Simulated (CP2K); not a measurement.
The system is Te.

```
CELL_PARAMETERS angstrom
3.15419 0.00000 0.00000
-0.21732 3.14669 0.00000
-0.21732 -0.23285 3.13807
ATOMIC_POSITIONS crystal
Te 0.50000 0.50000 0.50000
```

This isn't the form of Te at room conditions, which is trigonal, of chains.

Base run:

| Quantity | Value |
| --- | --- |
| Program | CP2K 2026.2 |
| Functional | LDA |
| Potentials or basis | POTENTIAL_UZH Te GTH-PBE-q6; TZVP-MOLOPT-PBE-GTH basis |
| Density cutoff | 9184 eV |
| k mesh | 9 × 9 × 9 |
| Occupations | fermi-dirac, width 0.05 eV |
| Spin | no spin polarisation |

Its results: band gap on the k mesh none (metal or under the smearing width); pressure 1.7 GPa.

Question: The run is repeated on the same cell with these changes: functional from LDA to PBE. What comes out?

Answer: Band gap on the k mesh none (metal or under the smearing width); pressure 3.4 GPa.

PBE binds less tightly than LDA, so the same cell stands under more pressure.

Caveats: the basis of atomic orbitals isn't converged, which shifts pressures, moduli and gaps; the potentials were made for another functional, which shifts forces and pressure (some runs).
